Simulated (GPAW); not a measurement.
Input of a GPAW 26.7.0 run:

run.py

```python
import numpy as np
from ase import Atoms
from ase.dft.bandgap import bandgap
from ase.io import write
from gpaw import GPAW, PW
from gpaw.response.df import DielectricFunction

atoms = Atoms(['Sn', 'Sn', 'O', 'O'],
              cell=[[3.81369522, 0.0, 0.0],
                    [0.0, 3.81369522, 0.0],
                    [0.0, 0.0, 4.8869133]],
              scaled_positions=[[0.5, 0.0, 0.76462614],
                                [0.0, 0.5, 0.23537386],
                                [0.0, 0.0, 0.0],
                                [0.5, 0.5, 0.0]],
              pbc=True)

calc = GPAW(mode=PW(550),
            xc='GLLBSC',
            kpts={'size': (6, 6, 5), 'gamma': True},
            occupations={'name': 'fermi-dirac', 'width': 0.001},
            nbands=33,
            convergence={'density': 1e-06},
            maxiter=150,
            txt='gpaw.txt')
atoms.calc = calc
energy = atoms.get_potential_energy()
calc.write('gs.gpw')
write('result.traj', atoms)
print('Fermi level:', round(calc.get_fermi_level(), 4), 'eV')
print(f'Gap: {bandgap(calc)[0]:.4f} eV, direct: {bandgap(calc, direct=True)[0]:.4f} eV')

for size in [(7, 7, 6)]:
    name = 'x'.join(str(n) for n in size)
    dense = calc.fixed_density(kpts={'size': size, 'gamma': True},
                               nbands=66, convergence={'bands': 60, 'eigenstates': 1e-7},
                               update_fermi_level=True, txt=f'dense-{name}.txt')
    dense.write(f'{name}.gpw', mode='all')
    df = DielectricFunction(f'{name}.gpw', frequencies=np.array([0.0]), hilbert=False, eta=0.001,
                            ecut=80, nbands=60, intraband=False, txt=f'df-{name}.txt')
    for xc in ['RPA']:
        for direction in ['x', 'y', 'z', [0, 1, 1], [1, 0, 1], [1, 1, 0]]:
            e0, e = df.get_macroscopic_dielectric_constant(xc=xc, direction=direction)
            print(f'{name} {xc} {direction}: {e0:.4f} without, {e:.4f} with local fields')
```

Potentials or basis: the program's PAW data sets (release 1.2.1) made for this functional, pw.

The run is started by

```console
$ OMP_NUM_THREADS=1 python run.py
```

Question: Predict the electronic dielectric tensor (diagonal).

Answer: 6.52, 6.52, 5.72.

Question: What does it give for the band gap on the k mesh, Kohn-Sham part alone?

Answer: 0.37 eV, indirect (least direct gap 2.26 eV).

Electronic dielectric tensor:
```
6.52 0.00 0.00
0.00 6.52 0.00
0.00 0.00 5.72
```

Caveat: the gap is small at this level, which inflates the dielectric constant; a model potential gives levels but no total energy; the long-wavelength limit can be off by a per cent or two; response on these states lacks terms of the Hamiltonian; spin-orbit coupling is left out, which moves the levels of the heavy elements; an odd mesh through Γ misses points on the zone boundary, where band edges often lie.
